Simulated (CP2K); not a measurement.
ZnS: band structure with r2SCAN

**Measured values to compare with.**

“Electronic, vibrational, and thermodynamic properties of ZnS (zincblende and rocksalt structure)”, 2009, arxiv:0911.5022 quotes, for a bulk crystal of ZnS at 19 K: band gap 3.85 eV (direct).

Crystal: ZnS.

```xyz
2
Lattice="3.8212 0.0000 0.0000 1.9106 3.3093 0.0000 1.9106 1.1031 3.1200" Properties=species:S:1:pos:R:3 pbc="T T T"
Zn    5.7318    3.3093    2.3400
S     0.0000    0.0000    0.0000
```

- Program: CP2K 2026.2
- Task: band structure
- Functional: r2SCAN
- Potentials or basis: POTENTIAL_UZH Zn GTH-SCAN-q12, S GTH-SCAN-q6; TZVP-MOLOPT-SCAN-GTH basis
- Density cutoff: 9184 eV
- k mesh: 9 × 9 × 9
- Occupations: fermi-dirac, width 0.1 eV
- Spin: no spin polarisation
- SCF solver: diagonalisation with k points
- Quickstep method: GPW
- EPS_DEFAULT: 1.0E-9
- EPS_SCF: 1.0E-6
- MAX_SCF: 100
- SCF_GUESS: ATOMIC
- k points reduced by the point group: yes
- Mesh centred on Gamma: yes
- CHOLESKY: OFF
- EPS_EIGVAL: 1.0E-7
- MIXING METHOD: BROYDEN_MIXING
- MIXING ALPHA: 0.4
- NBUFFER: 8
- NGRIDS: 4
- Basis sets: Zn TZVP-MOLOPT-SCAN-GTH-q12, S TZVP-MOLOPT-SCAN-GTH-q6
- Potentials: Zn GTH-SCAN-q12 of POTENTIAL_UZH, S GTH-SCAN-q6 of POTENTIAL_UZH
- ADDED_MOS: [10]
- Points a segment of the path (NPOINTS): 8
- Bands added on the path: 4
- REL_CUTOFF (Ry): 60 Ry
- MIXING BETA (1/bohr): 1.5 1/bohr
- CUTOFF of the grids: 675 Ry

```json
{
  "Pressure": "-0.9 GPa",
  "Band gap on the k mesh": "2.50 eV, direct",
  "Band gap along the path": "2.50 eV, direct",
  "Mulliken charges": "Zn +0.51; S -0.51 e",
  "Hirshfeld charges": "Zn +0.26; S -0.26 e"
}
```

Levels at the corners of the path, in eV from the valence-band top:
```csv
point,band 6,band 7,band 8,band 9,band 10,band 11,band 12,band 13
Γ,-5.71,0.00,0.00,0.00,2.50,6.85,6.85,6.85
X,-5.51,-4.59,-2.33,-2.33,3.75,4.46,11.67,12.75
W,-5.32,-4.69,-2.86,-2.78,6.10,6.49,8.47,8.84
K,-5.38,-4.72,-3.20,-1.89,4.51,6.40,10.04,10.46
Γ,-5.71,0.00,0.00,0.00,2.50,6.85,6.85,6.85
L,-5.54,-5.44,-0.91,-0.91,3.70,7.44,7.44,9.42
U,-5.38,-4.72,-3.20,-1.89,4.51,6.40,10.04,10.46
W,-5.32,-4.69,-2.86,-2.78,6.10,6.49,8.47,8.84
L,-5.54,-5.44,-0.91,-0.91,3.70,7.44,7.44,9.42
K,-5.38,-4.72,-3.20,-1.89,4.51,6.40,10.04,10.46
U,-5.38,-4.72,-3.20,-1.89,4.51,6.40,10.04,10.46
X,-5.51,-4.59,-2.33,-2.33,3.75,4.46,11.67,12.75
```

It took 3.4 min on 1 thread of Intel(R) Xeon(R) Platinum 8259CL CPU @ 2.50GHz (Skylake/Cascade Lake), on a shared host, peak memory 0.41 GiB.

A measured gap of ZnS is 3.85 eV (direct; 19 K; quoted in “Electronic, vibrational, and thermodynamic properties of ZnS (zincblende and rocksalt structure)”, 2009, arxiv:0911.5022); the calculated 2.50 eV misses it by -1.35 eV. The value is that of r2SCAN in an atomic basis (POTENTIAL_UZH Zn GTH-SCAN-q12, S GTH-SCAN-q6; TZVP-MOLOPT-SCAN-GTH basis), whose error adds to the functional's,, without temperature or zero-point motion.

Caveat: Mulliken charges move with the basis; the basis of atomic orbitals isn't converged, which shifts pressures, moduli and gaps.
